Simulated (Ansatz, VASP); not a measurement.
# F: VASP beside Ansatz

File INCAR:

```
SYSTEM = F
PREC = Accurate
ENCUT = 520
EDIFF = 1E-6
ISMEAR = -1
SIGMA = 0.08
LREAL = .False.
LASPH = .True.
NELM = 80
ALGO = Normal
ISIF = 2
LWAVE = .False.
LCHARG = .False.
GGA = PS
NBANDS = 10
```

Contents of KPOINTS:

```
Automatic mesh
0
Gamma
  19 19 19
  0 0 0
```

Contents of POSCAR:

```
F
1.0
    0.0000000000      1.4639742566      1.4639742566
    1.4639742566      0.0000000000      1.4639742566
    1.4639742566      1.4639742566      0.0000000000
F
1
Direct
    0.0000000000      0.0000000000      0.0000000000
```

Input for Ansatz:

```yaml
crystal:
  lattice:
    - [0.0, 1.4639742566, 1.4639742566]
    - [1.4639742566, 0.0, 1.4639742566]
    - [1.4639742566, 1.4639742566, 0.0]
  atoms:
    - { symbol: F, position: [0.0, 0.0, 0.0] }
kpoints:
  mp_grid: { grid: [19, 19, 19] }
scf:
  occupations: { method: fermi_dirac, width: 0.08 }
hamiltonian:
  xc: pbesol
  pseudopotentials: { kind: paw }
output:
  forces: true
  stress: true
  eigenvalues: true
  populations: true
  write_density: true
  write_potential: true
  elf: true
  volumetric_format: npy
```

Change from the starting cell: volume scaled by 0.68, PAW files.

Alike in both runs: task single point; functional PBEsol; k mesh 19 × 19 × 19; occupations fermi-dirac, width 0.08 eV; no spin polarisation.

```csv
,VASP,Ansatz
version,VASP 6.6.1,Ansatz 0.2.0
potentials or method,"VASP PAW PBE potentials, release 64 (F)","PAW with Ansatz's default frozen-core files, scalar-relativistic"
plane-wave cutoff (eV),520,420
valence electrons in the cell,7,7
```

```tsv
	VASP	Ansatz	Ansatz less VASP
pressure (GPa)	73.1	74.6	+1.50
```

Caveats: the cell as given lies far from equilibrium; so large a pressure means that the cell lies far from this level's equilibrium, or that cutoff or potentials fall short (VASP); the potentials were made for another functional, which shifts forces and pressure (VASP); an odd number of electrons without spin polarisation forces a metal; a magnetic or distorted state may lie lower.
